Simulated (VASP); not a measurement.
SrO:

```
Sr O
1.0
     3.10287    0.00000    0.00000
     0.00000    3.10287    0.00000
     0.00000    0.00000    3.10287
Sr O
1 1
Direct
  0.00000 0.00000 0.00000
  0.50000 0.50000 0.50000
```

The cell was built by a generator and needn't be a form met in nature.

Base run:

```yaml
Program: VASP 6.6.1
Functional: PBE
Potentials_or_basis: VASP PAW PBE potentials, release 64 (Sr_sv, O)
Cutoff: 520 eV
k_mesh: 6 × 6 × 6
Occupations: gaussian, width 0.01 eV
Spin: no spin polarisation
```

Its results: band gap on the k mesh 2.75 eV, indirect (least direct gap 2.81 eV); pressure 3.6 GPa.

Q: The run is repeated on the same cell with these changes: functional from PBE to HSE06; k mesh from 6 × 6 × 6 to 4 × 4 × 4. What comes out?

A: Band gap on the k mesh 4.26 eV, indirect (least direct gap 4.34 eV); pressure 0.5 GPa.

Several settings changed at once, so the effect can't be laid on one alone.

Caveats: some runs use coarse meshes; the PAW data sets were made with another functional, which shifts forces and pressure a little (some runs).

A k mesh can miss the band edges.
